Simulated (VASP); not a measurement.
GePt: relaxation of cell and atoms with PBE

GePt:

```xyz
6
Lattice="4.7601 0.0000 0.0000 0.0000 4.7601 0.0000 0.0000 0.0000 4.7601" Properties=species:S:1:pos:R:3 pbc="T T T"
Ge    2.3801    0.0000    0.0000
Ge    0.0000    2.3801    0.0000
Ge    0.0000    0.0000    2.3801
Pt    0.0000    2.3801    2.3801
Pt    2.3801    0.0000    2.3801
Pt    2.3801    2.3801    0.0000
```

The cell was built by a generator and needn't be a form met in nature.

```json
{
  "Program": "VASP 6.6.1",
  "Task": "relaxation of cell and atoms",
  "Functional": "PBE",
  "Potentials or basis": "VASP PAW PBE potentials, release 64 (Ge_d, Pt)",
  "Cutoff": "520 eV",
  "k mesh": "4 × 4 × 4",
  "Occupations": "gaussian, width 0.15 eV",
  "Spin": "no spin polarisation",
  "Further INCAR settings": "PREC = Normal; ALGO = Fast; EDIFF = 0.0001; IBRION = 2; EDIFFG = -0.08; NSW = 24; ISIF = 3"
}
```

```
Relaxed volume                         : 20.24 Å³/atom
Relaxed cell                           : a = 4.952 Å, b = 4.952 Å, c = 4.952 Å, α = 90.00°, β = 90.00°, γ = 90.00°
Space group after relaxing (to 0.05 Å) : Pm-3m (No. 221)
Energy gained by relaxing              : 106.6 meV/atom
Ionic steps                            : 3
Pressure after relaxing                : 0.1 GPa
Band gap on the k mesh                 : none (metal or under the smearing width)
```

Step by step:
```csv
step,energy change (eV),largest force (eV/Å),pressure (GPa),volume (Å³)
1,0.0000,0.0000,17.76,107.86
2,0.2834,0.0000,-11.76,142.06
3,-0.6396,0.0000,0.12,121.46
```

Final structure:
```
Ge Pt
1.0
     4.95240    0.00000    0.00000
     0.00000    4.95240    0.00000
     0.00000    0.00000    4.95240
Ge Pt
3 3
Direct
  0.50000 0.00000 0.00000
  0.00000 0.50000 0.00000
  0.00000 0.00000 0.50000
  0.00000 0.50000 0.50000
  0.50000 0.00000 0.50000
  0.50000 0.50000 0.00000
```

Levels at points of the mesh, in eV from the Fermi level:
```tsv
k point	band 34	band 35	band 36	band 37	band 38	band 39
(0.00, 0.00, 0.00)	-1.41	-0.06	-0.06	0.04	0.04	0.04
(0.50, 0.00, 0.00)	-1.02	-1.02	-0.42	-0.13	-0.13	0.21
(0.50, 0.50, 0.00)	-1.37	0.11	0.53	0.53	0.81	0.81
(0.50, 0.50, 0.50)	-0.44	-0.44	-0.44	-0.10	-0.05	4.31
```

Run time: 54 s on 2 MPI ranks on Intel(R) Xeon(R) Platinum 8488C (Sapphire Rapids) (shared host), peak memory 0.17 GiB a rank.

The run has no spin-orbit coupling, so splittings on Pt are missing.
